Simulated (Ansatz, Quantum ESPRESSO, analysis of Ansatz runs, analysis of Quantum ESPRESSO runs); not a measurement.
# Substitutional N in diamond: charge-transition level against experiment (Quantum ESPRESSO)

Subject: substitutional N in diamond. Wanted: its charge-transition level, in one set-up (PBE, PseudoDojo 0.4.1 SR PBE standard, 32-site cell, PBE lattice, k: the single point 1/4 1/4 1/4 then 2x2x2 shifted, started with the impurity moved along one bond, start relaxed with Ansatz). The model is a cell of 32 host atoms with 1 C taken out and 1 N put in. The level is the Fermi energy at which two charge states have equal formation energy, after a correction for the images of the charge. Other potentials or another program check that the number doesn't hang on one set of files.

What was measured. (+1/0) level below the conduction-band bottom: 1.7 eV (quoted in “Hunting the elusive shallow n-type donor – An ab initio study of Li and N co-doped diamond”, 2021, S. Conejeros et al., quoting earlier work (1969)). The calculation is set beside it at the end.

Main program and level: Quantum ESPRESSO 7.5; Quantum ESPRESSO plane-wave DFT, PBE, PseudoDojo 0.4.1 SR PBE standard potentials; relaxation of all atoms of a defect supercell.

Report form: the programs' logs are mostly left out.

## Step 1: Set-up

The cell holds 32 atoms: 31 C and 1 N. Its edges and angles: a = 6.186 Å, b = 6.186 Å, c = 6.186 Å, α = 109.5°, β = 109.5°, γ = 109.5°. It derives from C (space group Fd-3m). Nearest the centre at fractional (0.500, 0.500, 0.500): N11 at 0.01 Å, C32 at 1.55 Å, C26 at 1.56 Å, C23 at 1.56 Å, C27 at 1.57 Å, C16 at 2.51 Å, C4 at 2.52 Å, C13 at 2.52 Å. The cell carries charge +1.

The host's primitive cell comes from a first run (Quantum ESPRESSO plane-wave DFT, PBE, PseudoDojo 0.4.1 SR PBE standard potentials; relaxation of cell and atoms of a defect-free cell): vectors of 2.526, 2.526 and 2.526 Å. That is 5.70 Å³ an atom, 0.4 % over the diffraction cell's volume. The supercell is built on it.

This program's steps are dear, so the start below was first relaxed with Ansatz (plane-wave PAW DFT, PBE; 3.8 s).

## Step 2: Relaxation, charge +1

Every later number rests on the structure around the defect, so the atoms are relaxed at the host's lattice first.

File pw.in:

```
&CONTROL
  calculation = 'relax'
  prefix = 'pwscf'
  outdir = './tmp'
  pseudo_dir = './pseudo'
  tprnfor = .true.
  disk_io = 'low'
  nstep = 70
  forc_conv_thr = 0.00078
  etot_conv_thr = 0.0001
/
&SYSTEM
  ibrav = 0
  nat = 32
  ntyp = 2
  ecutwfc = 84
  nbnd = 68
  occupations = 'smearing'
  smearing = 'fd'
  degauss = 0.00073499
  tot_charge = 1
  nosym = .true.
/
&ELECTRONS
  conv_thr = 3d-08
  electron_maxstep = 100
  mixing_beta = 0.5
/
&IONS
  ion_dynamics = 'bfgs'
/
ATOMIC_SPECIES
C     12.0110 C.upf
N     14.0070 N.upf
CELL_PARAMETERS angstrom
  -3.5717645206    3.5717645206    3.5717645206
   3.5717645206   -3.5717645206    3.5717645206
   3.5717645206    3.5717645206   -3.5717645206
ATOMIC_POSITIONS crystal
C     -0.0015123884   -0.0011850802    0.4980223152
C     -0.0009412544    0.2482064092    0.2474153217
C     -0.0015151764    0.4988091551   -0.0019770571
C     -0.0020869652    0.7476285928    0.7468402748
C      0.2478787057   -0.0006099402    0.2474140800
C      0.2478771808    0.2482042354   -0.0014027970
C      0.2496643128    0.4988121596    0.7486364812
C      0.2496672457    0.7494261273    0.4980223554
[... 20 atom lines left out ...]
C      0.7482881154   -0.0012087854    0.4980242558
C      0.7486636772    0.2490106990    0.2482214487
C      0.7482871975    0.4988108493   -0.0020003726
C      0.7503855884    0.7507133437    0.7499266278
K_POINTS crystal
1
0.25 0.25 0.25 1.0
```

Command:

```console
$ OMP_NUM_THREADS=1 mpirun -n 4 pw.x -in pw.in > pw.out
```

Elapsed: 8 s, on 4 MPI ranks of Arm Neoverse V2, shared host; peak memory 0.37 GiB; 32 s of CPU time.

Hardly anything moved in the relaxation; the energy changed by under 0.2 meV an atom.

Neighbours of N11 at the end:

```
atom  distance (Å)
 C32         1.558
 C26         1.558
 C23         1.558
 C27         1.558
  C4         2.523
 C13         2.523
  C5         2.523
 C16         2.523
 C12         2.523
  C6         2.523
  C8         2.523
  C2         2.523
 C10         2.523
  C7         2.523
 C15         2.523
 C14         2.523
```

## Step 3: Single point, charge +1

The relaxed structure is kept, and the final numbers are taken at the final level and k-points.

This step: Quantum ESPRESSO plane-wave DFT, PBE, PseudoDojo 0.4.1 SR PBE standard potentials; single point of a defect supercell.

File pw.in:

```
&CONTROL
  calculation = 'scf'
  prefix = 'pwscf'
  outdir = './tmp'
  pseudo_dir = './pseudo'
  tprnfor = .true.
  disk_io = 'low'
/
&SYSTEM
  ibrav = 0
  nat = 32
  ntyp = 2
  ecutwfc = 84
  nbnd = 68
  occupations = 'smearing'
  smearing = 'fd'
  degauss = 0.00073499
  tot_charge = 1
  nosym = .true.
/
&ELECTRONS
  conv_thr = 3d-08
  electron_maxstep = 100
  mixing_beta = 0.5
/
ATOMIC_SPECIES
C     12.0110 C.upf
N     14.0070 N.upf
CELL_PARAMETERS angstrom
  -3.5717645206    3.5717645206    3.5717645206
   3.5717645206   -3.5717645206    3.5717645206
   3.5717645206    3.5717645206   -3.5717645206
ATOMIC_POSITIONS crystal
C     -0.0015123884   -0.0011850802    0.4980223152
C     -0.0009412544    0.2482064092    0.2474153217
[... 1 atom line left out ...]
C     -0.0020869652    0.7476285928    0.7468402748
[... 2 atom lines left out ...]
C      0.2496643128    0.4988121596    0.7486364812
C      0.2496672457    0.7494261273    0.4980223554
[... 1 atom line left out ...]
C      0.4984860554    0.2499897929    0.7486347303
N      0.4984915797    0.4988184427    0.4980288529
[... 1 atom line left out ...]
C      0.7473010463   -0.0017587521    0.7468402913
C      0.7491006570    0.2499897614    0.4980209859
[... 1 atom line left out ...]
C      0.7473040730    0.7476342540   -0.0025425072
[... 6 atom lines left out ...]
C      0.2465903151    0.4988193335    0.4980304471
[... 2 atom lines left out ...]
C      0.4984948113    0.2469211999    0.4980290845
C      0.4984930600    0.4988192088    0.2461261211
[... 4 atom lines left out ...]
C      0.7503855884    0.7507133437    0.7499266278
K_POINTS automatic
2 2 2 1 1 1
```

File pp_potential.in:

```
&INPUTPP
  prefix = 'pwscf'
  outdir = './tmp'
  filplot = 'potential.dat'
  plot_num = 11
/
&PLOT
  nfile = 1
  filepp(1) = 'potential.dat'
  iflag = 3
  output_format = 6
  fileout = 'potential.cube'
/
```

Command:

```console
$ OMP_NUM_THREADS=1 mpirun -n 4 pw.x -nk 2 -in pw.in > pw.out
$ OMP_NUM_THREADS=1 mpirun -n 4 pp.x -in pp_potential.in > pp_potential.out
```

It took 30 s on 4 MPI ranks; peak memory 0.63 GiB; 2 min of CPU time.

## Step 4: Relaxation, charge 0

File pw.in:

```
&CONTROL
  calculation = 'relax'
  prefix = 'pwscf'
  outdir = './tmp'
  pseudo_dir = './pseudo'
  tprnfor = .true.
  disk_io = 'low'
  nstep = 70
  forc_conv_thr = 0.00078
  etot_conv_thr = 0.0001
/
&SYSTEM
  ibrav = 0
  nat = 32
  ntyp = 2
  ecutwfc = 84
  nbnd = 69
  occupations = 'smearing'
  smearing = 'fd'
  degauss = 0.00073499
  nspin = 2
  starting_magnetization(1) = 0.125
  starting_magnetization(2) = 0.1
  tot_magnetization = 1
  nosym = .true.
/
&ELECTRONS
  conv_thr = 3d-08
  electron_maxstep = 100
  mixing_beta = 0.3
/
&IONS
  ion_dynamics = 'bfgs'
/
ATOMIC_SPECIES
C     12.0110 C.upf
N     14.0070 N.upf
CELL_PARAMETERS angstrom
  -3.5717645206    3.5717645206    3.5717645206
   3.5717645206   -3.5717645206    3.5717645206
   3.5717645206    3.5717645206   -3.5717645206
ATOMIC_POSITIONS crystal
C     -0.0006440877   -0.0003171169    0.4998950859
C     -0.0054307599    0.2473991411    0.2466093873
[... 4 atom lines left out ...]
C      0.2500923821    0.4981511177    0.7466506633
C      0.2500924428    0.7474419999    0.4973614351
[... 1 atom line left out ...]
C      0.4978239365    0.2504195230    0.7466508643
N      0.4618344838    0.4621622300    0.4613707068
C      0.4978236508    0.7474411576    0.2496299624
[... 1 atom line left out ...]
C      0.7471148688    0.2504200687    0.4973615465
C      0.7471135025    0.4981503962    0.2496298937
C      0.7532787932    0.7536058040    0.0025874386
[... 6 atom lines left out ...]
C      0.2437127687    0.4912431074    0.4904519888
[... 2 atom lines left out ...]
C      0.4909158091    0.2440405569    0.4904522782
C      0.4909144202    0.4912419779    0.2432514755
[... 4 atom lines left out ...]
C      0.7893670126    0.7896941223    0.7889051287
K_POINTS crystal
1
0.25 0.25 0.25 1.0
```

Command:

```console
$ OMP_NUM_THREADS=1 mpirun -n 4 pw.x -in pw.in > pw.out
```

The job ended after 27 s (4 MPI ranks; peak memory 0.48 GiB).

No atom moved by 0.005 Å in the relaxation.

Neighbours of N11 at the end:

```
atom  distance (Å)
 C23         1.479
 C27         1.479
 C26         1.479
 C32         2.028
  C2         2.363
  C5         2.363
  C6         2.363
  C7         2.521
 C10         2.521
 C12         2.521
 C15         2.521
  C8         2.521
 C14         2.521
```

Read from the output:

```
total moment                          : 1.000 μB
integral of the absolute spin density : 1.135 μB
```

## Step 5: Single point, charge 0

This step: Quantum ESPRESSO plane-wave DFT, PBE, PseudoDojo 0.4.1 SR PBE standard potentials; single point of a defect supercell.

File pw.in:

```
&CONTROL
  calculation = 'scf'
  prefix = 'pwscf'
  outdir = './tmp'
  pseudo_dir = './pseudo'
  tprnfor = .true.
  disk_io = 'low'
/
&SYSTEM
  ibrav = 0
  nat = 32
  ntyp = 2
  ecutwfc = 84
  nbnd = 69
  occupations = 'smearing'
  smearing = 'fd'
  degauss = 0.00073499
  nspin = 2
  starting_magnetization(1) = 0.125
  starting_magnetization(2) = 0.1
  tot_magnetization = 1
  nosym = .true.
/
&ELECTRONS
  conv_thr = 3d-08
  electron_maxstep = 100
  mixing_beta = 0.3
/
ATOMIC_SPECIES
C     12.0110 C.upf
N     14.0070 N.upf
CELL_PARAMETERS angstrom
  -3.5717645206    3.5717645206    3.5717645206
   3.5717645206   -3.5717645206    3.5717645206
   3.5717645206    3.5717645206   -3.5717645206
ATOMIC_POSITIONS crystal
C     -0.0006568612   -0.0003297187    0.4998938623
C     -0.0054633132    0.2473717490    0.2465819288
[... 4 atom lines left out ...]
C      0.2500858843    0.4981566900    0.7466435431
C      0.2500853418    0.7474340023    0.4973668994
[... 1 atom line left out ...]
C      0.4978295907    0.2504132933    0.7466437269
N      0.4616351485    0.4619627722    0.4611729264
C      0.4978291544    0.7474334267    0.2496230629
[... 1 atom line left out ...]
C      0.7471068855    0.2504128698    0.4973669705
C      0.7471061360    0.4981561890    0.2496230758
C      0.7532493586    0.7535763967    0.0026056661
[... 6 atom lines left out ...]
C      0.2437469259    0.4913475013    0.4905568470
[... 2 atom lines left out ...]
C      0.4910201864    0.2440743474    0.4905568917
C      0.4910192634    0.4913465523    0.2432841153
[... 4 atom lines left out ...]
C      0.7893917461    0.7897188767    0.7889291779
K_POINTS automatic
2 2 2 1 1 1
```

pp_potential.in is that of step 3.

Command:

```console
$ OMP_NUM_THREADS=1 mpirun -n 4 pw.x -nk 2 -in pw.in > pw.out
$ OMP_NUM_THREADS=1 mpirun -n 4 pp.x -in pp_potential.in > pp_potential.out
```

Run time: 78 s. Hardware: 4 MPI ranks; peak memory 0.79 GiB.

This step gave:

| Item | Value |
| --- | --- |
| total moment | 1.000 μB |
| integral of the absolute spin density | 1.110 μB |

## Step 6: Charge-transition levels

Analysis of the runs above: levels from Quantum ESPRESSO plane-wave DFT, PBE, PseudoDojo 0.4.1 SR PBE standard potentials energies with an image-charge correction aligned at atomic sites (own code after Kumagai and Oba).

It gives:

| Property | Result |
| --- | --- |
| gap | 4.180 eV |

## Step 7: Results

| Quantity | Value |
| --- | --- |
| static dielectric constant used | 5.9 |
| band gap of the host | 4.18 eV |
| (plus 1/0) level below the conduction-band bottom | 1.39 eV |

(+1/0) level below the conduction-band bottom: computed 1.39 eV, measured 1.7 eV; 0.31 eV shallower than the measurement. The level is counted in a gap of 4.18 eV, and the correction is screened by a dielectric constant of 5.9 from a linear-response run on the host (PBEsol). Levels hang on the band edges, which semilocal functionals place too close together. Limits: the periodic copies of the defect are only 6.2 Å apart.

[Logs are printed without paths, hosts, clocks, repeated set-up lines and the standing remarks that a program may print on its own settings, such as how far it seeks lower states.]

[Hosts, paths, dates, database ids (printed as entryN), source tags and the programs' standing remarks are cut or masked in the printed files.]

[For some hosts the program warned that the k-mesh of the response run may be too coarse for force constants and the static dielectric constant; such warnings are not shown here.]
